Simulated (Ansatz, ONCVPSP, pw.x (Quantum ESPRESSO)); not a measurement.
C: does the ONCV potential hold in the solid?

- Element: C
- Generator: ONCVPSP 4.0.1.1 (patched build)
- Type: optimised norm-conserving Vanderbilt (ONCV)
- Functional: PBE
- Relativity: scalar-relativistic
- Frozen core: [He]
- Valence charge: 4
- Reference configuration: 2s2 2p2
- Partial waves: 2s: rc 1.30 bohr, ncon 4, nbas 8, qcut 5.9 1/bohr, 2 projectors, debl 0.6 Ha; 2p: rc 1.85 bohr, ncon 3, nbas 6, qcut 8.6 1/bohr, 2 projectors, debl 1.8 Ha
- Local potential: polynomial inside 0.90 bohr (lpopt 5, dvloc0 2 Ha)
- Core correction: Teter function, fcfact 2.25, rcfact 1.35

Atomic tests: cutoffs needed: 18 Ha and 52 Ha (the cutoffs (Ha) at which the residual kinetic energy of the hardest occupied pseudo-wave falls to 1 and 0.1 mHa per electron); ghost test: no bound ghost flagged; no localised positive-energy state flagged; largest excitation error: +454 meV (all-electron minus pseudo) for 2s1 2p0, out of 4 test configurations.

Crystal test: diamond C in pw.x 7.5, no spin, 13³ k-points, Fermi–Dirac smearing 0.01 Ry, cutoffs 120/480 Ry. The reference is all-electron LAPW (Ansatz 0.2.0) with the same functional, mesh and smearing; V0 and B0 come from Birch–Murnaghan fits to the pressures at five volumes. Errors are pseudo minus all-electron; Δ is the rms difference of the E(V) curves that follow from these fits, minima aligned, over ±6 % about the mean V0. Mesh and smearing are coarse, so the numbers serve the comparison and aren't converged zero-temperature values; the lattice is a test structure that the element need not adopt.

All-electron: a0 = 3.572 Å (V0 = 5.69 Å³/atom), B0 = 433.5 GPa.

Task: How far does the potential miss the all-electron equation of state?

Result: mean pressure error (GPa): -6.48; a0 (Å): 3.554; a0 error (%): -0.50; B0 error (%): +0.0; Δ (meV/atom): 8.0. The largest radius (1.85 bohr) exceeds half the bond length (1.46 bohr), so the spheres overlap, which is one possible source of error among others.

```csv
V (Å³/atom),P all-electron (GPa),P pseudo (GPa)
5.386,26.82,19.09
5.527,13.67,6.63
5.669,1.97,-4.44
5.811,-8.43,-14.28
5.952,-17.68,-23.03
```

Task: At the middle volume, how do free energy and pressure move when the wave cutoff is lowered (ecutrho kept at four times it)?

Result:

```tsv
cutoff (Ry)	shift of F (meV/atom)	shift of P (GPa)
54	+5.5	-0.22
72	+2.7	+0.06
96	+1.8	-0.07
```

The run at the middle volume (84 k-points, 7 iterations) took about 32 s on one core of a shared host (Neoverse-N1, 64 threads, 124 GiB, load 57).
